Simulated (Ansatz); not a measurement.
SnTe:

```xyz
2
Lattice="0.0000 3.1509 3.1509 3.1509 0.0000 3.1509 3.1509 3.1509 0.0000" Properties=species:S:1:pos:R:3 pbc="T T T"
Te    3.1509    3.1509    3.1509
Sn    0.0000    0.0000    0.0000
```

Base run:

* Program: Ansatz 0.2.0
* Functional: PBE
* Potentials or basis: all-electron LAPW, scalar-relativistic
* Cutoff: 185 eV (chosen from the basis error)
* Basis error allowed: 0.001 eV/atom
* k mesh: 7 × 7 × 7
* Occupations: gaussian, width 0.021 eV
* Spin: no spin polarisation

Its results: pressure 2.2 GPa.

Question: The run is repeated on the same cell with these changes: functional from PBE to PBEsol; occupations from gaussian, width 0.021 eV to gaussian, width 0.05 eV. What comes out?

Answer: Pressure -0.4 GPa.
